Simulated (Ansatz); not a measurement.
# BAs (F-43m) in Ansatz: a series of runs

The runs below take BAs through single point, equation of state, with LDA.

All numbers are computed with Ansatz 0.2.0; they aren't measurements. Logs are shortened: lines on timing, memory, paths and dates and some standing lists are left out, and cuts for length are marked.

**The experiment to reproduce.**

From “Basic Physical Properties of Cubic Boron Arsenide”, 2019, arxiv:1911.11281, for a bulk crystal of BAs: bulk modulus 148 GPa.

The runs below are set against these values where they give the same quantity.

## (1) The crystal as given

It takes space group F-43m (No. 216, cubic). The conventional cell has a = 4.777 Å, b = 4.777 Å, c = 4.777 Å, α = 90.00°, β = 90.00°, γ = 90.00°. Around As (site symmetry -43m) lie 4 B at 2.07 Å. B (site symmetry -43m) has 4 As at 2.07 Å as nearest neighbours.

## (2) Single point, LDA, 12.81 Å³/atom (volume scaled by 0.94)

input.yaml

```yaml
crystal:
  lattice:
    - [0.0, 2.3397414207, 2.3397414207]
    - [2.3397414207, 0.0, 2.3397414207]
    - [2.3397414207, 2.3397414207, 0.0]
  atoms:
    - { symbol: As, position: [0.75, 0.75, 0.75] }
    - { symbol: B, position: [0.0, 0.0, 0.0] }
hamiltonian:
  xc: lda
  pseudopotentials: { kind: paw }
kpoints:
  mp_grid: { grid: [10, 10, 10] }
scf:
  occupations: { method: fermi_dirac, width: 0.05 }
output:
  forces: true
  stress: true
  eigenvalues: true
  write_density: true
  write_potential: true
  elf: true
  volumetric_format: npy
```

Potentials or basis: Ansatz PAW.

On the command line:

```sh
> ansatz run input.yaml --threads 2 --pin off --max-ram 5120MiB --backend cpu --events-out ev --progress --plain --runs-dir out
```

The log of the run:

```text
Warning: RAYON_NUM_THREADS=2 ignored (pool sized by the plan → 2); use --threads N
Engine: ansatz 0.2.0, x86_64-unknown-linux-gnu
Pseudopotentials: kind: paw
Pseudopotential: As, paw, valence charge 15, recommended cutoff 420 eV (normal), As.paw.azcp
Pseudopotential: B, paw, valence charge 3, recommended cutoff 420 eV (normal), B.paw.azcp
Functional definition: SPW92
  exchange = slater_x
  correlation = pw_c
Crystal: 2 atoms, lattice volume = 25.617 Å³
Basis set: ecut = 420 eV, 531 PW (Γ)
Bands: 13, of which v1, the nominal top of the filled ones, is band 9 counted from 1 (8 counted from 0)
Symmetry: 24 space group operations
Space group: F-43m (ITA 216), of the structure as read, at distance tolerance 2.9e-5 Å
k-points: 47 of 1000 (time reversal used)
Non-local potential: As, projectors of the file, l = 0: 2, l = 1: 2, l = 2: 3, l = 3: 1
Non-local potential: B, projectors of the file, l = 0: 2, l = 1: 2, l = 2: 1
PAW form: soft (Blöchl's): semilocal exchange-correlation on the pseudo side does not see the compensation charge
PAW frozen core: As, regenerated for the run's functional, and the local potential with it (the file was generated under x = pbe(κ = 0.804, μ = 0.2195149727645171), c = pbe(β = 0.06672455060314922))
PAW frozen core: B, regenerated for the run's functional, and the local potential with it (the file was generated under x = pbe(κ = 0.804, μ = 0.2195149727645171), c = pbe(β = 0.06672455060314922))
PAW one-centre angular grid: As, 590 points (default); XC on 64 Gauss nodes
PAW one-centre angular grid: B, 110 points (default); XC on 64 Gauss nodes
Initial density: superposition of atomic densities (neutral atoms: chi_scale 0, normalization atom), corrected by the library's trained network
Initial wavefunctions: pseudopotential atomic-orbital guess
Functional: x = slater, c = lda
SCF iter   1: F=—  HF=-4923.519340 eV  |F-HF|=—  |Δ(HF+E_count)|=         —  Δρ=7.38e-3  dr2=1.33e-2  ethr=1.77e-3  ⟨swp⟩=5.6  Hψ=3517  notcnv=0
preconditioner: auto → none  [insulator: Δε(μ)=1.069 eV  Ē_g=12.851 eV  σ=0.050 eV  W_gap=1.00  n_scr=8 (ndim 8)  ℏωp=20.8 eV  f_vac=0.000  D(μ)=0.00/eV (n_scr^D=0)  ε∞_Penn≈3.6]
SCF iter   2: F=—  HF=-4923.515008 eV  |F-HF|=—  |Δ(HF+E_count)|=   4.33e-3  Δρ=2.19e-3  dr2=6.07e-4  ethr=7.37e-5  ⟨swp⟩=2.0  Hψ=1206  notcnv=0
SCF iter   3: F=—  HF=-4923.514697 eV  |F-HF|=—  |Δ(HF+E_count)|=   3.11e-4  Δρ=1.06e-3  dr2=1.18e-4  ethr=3.37e-6  ⟨swp⟩=2.0  Hψ=1029  notcnv=0
SCF iter   4: F=—  HF=-4923.514676 eV  |F-HF|=—  |Δ(HF+E_count)|=   2.05e-5  Δρ=4.60e-4  dr2=2.12e-5  ethr=6.54e-7  ⟨swp⟩=1.0  Hψ=619  notcnv=0
SCF iter   5: F=—  HF=-4923.514669 eV  |F-HF|=—  |Δ(HF+E_count)|=   7.48e-6  Δρ=1.05e-4  dr2=1.15e-6  ethr=1.18e-7  ⟨swp⟩=2.7  Hψ=988  notcnv=0
SCF iter   6: F=-4923.514668 eV  HF=-4923.514668 eV  |F-HF|=2.76e-9  |Δ(HF+E_count)|=   1.60e-7  Δρ=1.15e-5  dr2=1.13e-8  ethr=5.56e-10  ⟨swp⟩=5.9  Hψ=3410  notcnv=0
SCF 1 converged in 6 iterations: F = -4923.514668 eV  dr2 = 1.13e-8
SCF converged after 6 iterations
Free energy (F): -4923.514668 eV
Harris-Foulkes:  -4923.514668 eV  (|F-HF|=2.76e-9)
Internal energy: -4923.514668 eV  (E = F + TS)
E sigma→0 (E₀):  -4923.514668 eV
Entropy (-TS):   -0.000000 eV (-0.000 meV/atom)
Fermi energy:    12.371153 eV
--- Per-component energies (eV) ---
  E_band       = -201.031909
  E_kinetic    = 155.425891
  E_local      = -1648.385140  (includes V_loc(G=0)·N_el)
  E_nonlocal   = -651.808109
  E_hartree    = 920.907382
  E_xc         = -112.121362
  E_vxc        = -119.257109  (∫ρ·V_xc dr)
  E_paw        = -1827.915456  (= ΣΔE_a)
  E_vpaw       = 221.178865  (= ΣTr[D̂ρ^β])
  E_aug_tail   = 0.000005  (compensation charges beyond the density's cutoff)
  E_ewald      = -1761.738944
  E_core_change = 2.121064  (= ΣΔE_core)
  E_smearing   = -0.000000  (= −TS)
  E_closure    = -0.000000  (closes the sum)
  Σ components = -4923.514668   (vs F -4923.514668, Δ=0.00e0)
--- Forces (eV/Å), atoms counted from 1 ---
  atom   1  As    -0.00000000     0.00000000    -0.00000000
  atom   2  B     -0.00000000     0.00000000    -0.00000000
  max |Σ_I F_I| component: 3.74e-16 eV/Å
--- Stress (GPa, compression-positive) ---
        5.288455       0.000000      -0.000000
        0.000000       5.288455       0.000000
        0.000000       0.000000       5.288455
  P = ⅓ Tr σ = 5.2885 GPa (52.885 kbar)
--- Band table (eV; the first three rows and the last of 47) ---
  k-point 0: bands = ["-24.1395", "-24.1395", "-24.1395", "-24.1108", "-24.1108", "-4.1151", "11.8514", "11.8514", "11.8514", "15.1863", "15.1863", "15.1863", "17.3005"]
  k-point 1: bands = ["-24.1391", "-24.1385", "-24.1385", "-24.1108", "-24.1108", "-3.9420", "10.4213", "11.5287", "11.5287", "15.4352", "15.6093", "15.6093", "18.0504"]
  k-point 2: bands = ["-24.1381", "-24.1362", "-24.1362", "-24.1105", "-24.1105", "-3.4306", "7.9620", "10.9204", "10.9204", "15.3299", "16.3581", "16.3581", "19.4823"]
  k-point 46: bands = ["-24.1373", "-24.1280", "-24.1195", "-24.1150", "-24.1065", "0.4980", "3.5715", "6.1176", "6.3795", "16.3852", "16.8111", "20.0062", "20.0373"]
```

rho_z.tsv:

```text
# z_ang	rho[e/angstrom^3]
# format = ansatz-planar-average/11
# lattice	0.000000000	2.339741421	2.339741421
# lattice	2.339741421	0.000000000	2.339741421
# lattice	2.339741421	2.339741421	0.000000000
# sites	2
# site	33	3.509612131	3.509612131	3.509612131
# site	5	0.000000000	0.000000000	0.000000000
0.000000	4.886260e-1
0.137871	4.032276e-1
0.275741	3.454645e-1
0.413612	3.008259e-1
0.551482	2.634932e-1
0.689353	2.327307e-1
[... 16 lines left out ...]
3.033153	8.505840e-1
3.171023	6.271719e-1
```

v_z.tsv:

```text
# z_ang	v_es[eV]	v_tot[eV]
# format = ansatz-planar-average/11
# xc	lda
# density_cutoff_ev	1680
# datasets	As=:simpson_from_first_knot:soft:shift=-2667139	B=:simpson_from_first_knot:soft:shift=-760788
# lattice	0.000000000	2.339741421	2.339741421
# lattice	2.339741421	0.000000000	2.339741421
# lattice	2.339741421	2.339741421	0.000000000
# sites	2
# site	33	3.509612131	3.509612131	3.509612131
# site	5	0.000000000	0.000000000	0.000000000
0.000000	7.687921e-1	-1.147922e1
0.137871	2.161124e0	-9.563601e0
0.275741	4.241297e0	-6.910327e0
0.413612	6.550855e0	-4.034410e0
0.551482	8.715324e0	-1.356979e0
0.689353	1.051651e1	8.820277e-1
[... 16 lines left out ...]
3.033153	1.040566e0	-1.196276e1
3.171023	3.814203e-1	-1.230002e1
```

It took 0.93 s on 2 threads of AMD EPYC 7B13 (Zen 3), shared host; peak memory 0.36 GiB.

Results:

```
Free energy            : -4923.5147 eV
Pressure               : 5.3 GPa
Band gap on the k mesh : 1.07 eV, indirect (least direct gap 3.33 eV)
```

Caveat: the PAW data sets come from PBE, with cores solved anew for the run's functional, which leaves a small shift of forces and pressure.

## (3) Single point, LDA, 13.08 Å³/atom (volume scaled by 0.96)

input.yaml

```yaml
crystal:
  lattice:
    - [0.0, 2.3562190158, 2.3562190158]
    - [2.3562190158, 0.0, 2.3562190158]
    - [2.3562190158, 2.3562190158, 0.0]
  atoms:
    - { symbol: As, position: [0.75, 0.75, 0.75] }
    - { symbol: B, position: [0.0, 0.0, 0.0] }
hamiltonian:
  xc: lda
  pseudopotentials: { kind: paw }
kpoints:
  mp_grid: { grid: [10, 10, 10] }
scf:
  occupations: { method: fermi_dirac, width: 0.05 }
output:
  forces: true
  stress: true
  eigenvalues: true
```

Potentials or basis: Ansatz PAW.

On the command line:

```sh
> ansatz run input.yaml --threads 2 --pin off --max-ram 5120MiB --backend cpu --events-out ev --progress --plain --runs-dir out
```

Run time: 0.71 s. Hardware: 2 threads of AMD EPYC 7B13 (Zen 3), shared host; peak memory 0.35 GiB.

The run converged. Its results:

- Free energy: -4923.5268 eV
- Pressure: 1.9 GPa
- Band gap on the k mesh: 1.09 eV, indirect (least direct gap 3.31 eV)

Caveat: the PAW data sets come from PBE, with cores solved anew for the run's functional, which leaves a small shift of forces and pressure.

## (4) Single point, LDA, 13.35 Å³/atom (volume scaled by 0.98)

Changes to input.yaml since step 3:

```diff
@@ -2,5 +2,5 @@
   lattice:
-    - [0.0, 2.3562190158, 2.3562190158]
-    - [2.3562190158, 0.0, 2.3562190158]
-    - [2.3562190158, 2.3562190158, 0.0]
+    - [0.0, 2.3724693156, 2.3724693156]
+    - [2.3724693156, 0.0, 2.3724693156]
+    - [2.3724693156, 2.3724693156, 0.0]
   atoms:
@@ -19 +19,5 @@
   eigenvalues: true
+  write_density: true
+  write_potential: true
+  elf: true
+  volumetric_format: npy
```

On the command line:

```sh
> ansatz run input.yaml --threads 2 --pin off --max-ram 5120MiB --backend cpu --events-out ev --progress --plain --runs-dir out
```

Run time: 0.94 s. Hardware: 2 threads of AMD EPYC 7B13 (Zen 3), shared host; peak memory 0.37 GiB.

It converged, with:

```
Free energy            : -4923.5279 eV
Pressure               : -1.2 GPa
Band gap on the k mesh : 1.11 eV, indirect (least direct gap 3.28 eV)
```

Caveat: the PAW data sets come from PBE, with cores solved anew for the run's functional, which leaves a small shift of forces and pressure.

## (5) Single point, LDA, 13.63 Å³/atom

input.yaml

```yaml
crystal:
  lattice:
    - [0.0, 2.3885, 2.3885]
    - [2.3885, 0.0, 2.3885]
    - [2.3885, 2.3885, 0.0]
  atoms:
    - { symbol: As, position: [0.75, 0.75, 0.75] }
    - { symbol: B, position: [0.0, 0.0, 0.0] }
hamiltonian:
  xc: lda
  pseudopotentials: { kind: paw }
kpoints:
  mp_grid: { grid: [10, 10, 10] }
scf:
  occupations: { method: fermi_dirac, width: 0.05 }
output:
  forces: true
  stress: true
  eigenvalues: true
```

On the command line:

```sh
> ansatz run input.yaml --threads 2 --pin off --max-ram 5120MiB --backend cpu --events-out ev --progress --plain --runs-dir out
```

It took 0.73 s on 2 threads of AMD EPYC 7B13 (Zen 3), shared host; peak memory 0.36 GiB.

It converged, with:

- Free energy: -4923.5192 eV
- Pressure: -3.9 GPa
- Band gap on the k mesh: 1.13 eV, indirect (least direct gap 3.25 eV)

Caveat: the PAW data sets come from PBE, with cores solved anew for the run's functional, which leaves a small shift of forces and pressure.

## (6) Single point, LDA, 13.90 Å³/atom (volume scaled by 1.02)

Changes to input.yaml since step 5:

```diff
@@ -2,5 +2,5 @@
   lattice:
-    - [0.0, 2.3885, 2.3885]
-    - [2.3885, 0.0, 2.3885]
-    - [2.3885, 2.3885, 0.0]
+    - [0.0, 2.4043183418, 2.4043183418]
+    - [2.4043183418, 0.0, 2.4043183418]
+    - [2.4043183418, 2.4043183418, 0.0]
   atoms:
```

Potentials or basis: Ansatz PAW.

On the command line:

```sh
> ansatz run input.yaml --threads 2 --pin off --max-ram 5120MiB --backend cpu --events-out ev --progress --plain --runs-dir out
```

It took 0.72 s on 2 threads of AMD EPYC 7B13 (Zen 3), shared host; peak memory 0.35 GiB.

Results (log left out):

```yaml
Free_energy: -4923.5015 eV
Pressure: -6.4 GPa
Band_gap_on_the_k_mesh: 1.15 eV, indirect (least direct gap 3.23 eV)
```

Caveat: the PAW data sets come from PBE, with cores solved anew for the run's functional, which leaves a small shift of forces and pressure.

## (7) Single point, LDA, 14.17 Å³/atom (volume scaled by 1.04)

Changes to input.yaml since step 6:

```diff
@@ -2,5 +2,5 @@
   lattice:
-    - [0.0, 2.4043183418, 2.4043183418]
-    - [2.4043183418, 0.0, 2.4043183418]
-    - [2.4043183418, 2.4043183418, 0.0]
+    - [0.0, 2.419931236, 2.419931236]
+    - [2.419931236, 0.0, 2.419931236]
+    - [2.419931236, 2.419931236, 0.0]
   atoms:
```

On the command line:

```sh
> ansatz run input.yaml --threads 2 --pin off --max-ram 5120MiB --backend cpu --events-out ev --progress --plain --runs-dir out
```

Wall time 0.72 s (2 threads of AMD EPYC 7B13 (Zen 3), shared host); peak memory 0.35 GiB.

It converged, with:

```yaml
Free_energy: -4923.4758 eV
Pressure: -8.6 GPa
Band_gap_on_the_k_mesh: 1.16 eV, indirect (least direct gap 3.20 eV)
```

Caveat: the PAW data sets come from PBE, with cores solved anew for the run's functional, which leaves a small shift of forces and pressure.

## (8) Single point, LDA, 14.44 Å³/atom (volume scaled by 1.06)

Changes to input.yaml since step 7:

```diff
@@ -2,5 +2,5 @@
   lattice:
-    - [0.0, 2.419931236, 2.419931236]
-    - [2.419931236, 0.0, 2.419931236]
-    - [2.419931236, 2.419931236, 0.0]
+    - [0.0, 2.4353452264, 2.4353452264]
+    - [2.4353452264, 0.0, 2.4353452264]
+    - [2.4353452264, 2.4353452264, 0.0]
   atoms:
@@ -19 +19,5 @@
   eigenvalues: true
+  write_density: true
+  write_potential: true
+  elf: true
+  volumetric_format: npy
```

On the command line:

```sh
> ansatz run input.yaml --threads 2 --pin off --max-ram 5120MiB --backend cpu --events-out ev --progress --plain --runs-dir out
```

Run time: 0.97 s. Hardware: 2 threads of AMD EPYC 7B13 (Zen 3), shared host; peak memory 0.37 GiB.

The run converged. Its results:

- Free energy: -4923.4429 eV
- Pressure: -10.7 GPa
- Band gap on the k mesh: 1.18 eV, indirect (least direct gap 3.18 eV)

Caveat: the PAW data sets come from PBE, with cores solved anew for the run's functional, which leaves a small shift of forces and pressure.

## (9) Equation of state, LDA

Potentials or basis: Ansatz PAW.

This step only gathers the single runs of the series.

Results:

```
Equilibrium volume                      : 13.25 Å³/atom
Bulk modulus                            : 147 GPa
Pressure derivative of the bulk modulus : 4.1
```

Energy against volume, from the lowest point:
```
volume (Å³/atom)  energy (meV/atom)
          12.809               6.62
          13.081               0.55
          13.354               0.00
          13.626               4.36
          13.899              13.19
          14.171              26.03
          14.444              42.48
```

LDA usually gives volumes a few per cent too small.

## (10) How close it comes

Step 9. Against the measured bulk modulus of BAs, 148 GPa (quoted in “Basic Physical Properties of Cubic Boron Arsenide”, 2019, arxiv:1911.11281), the calculated 147 GPa is off by -0.6 %. The fit is for a static lattice scaled at fixed shape and fixed fractional positions.
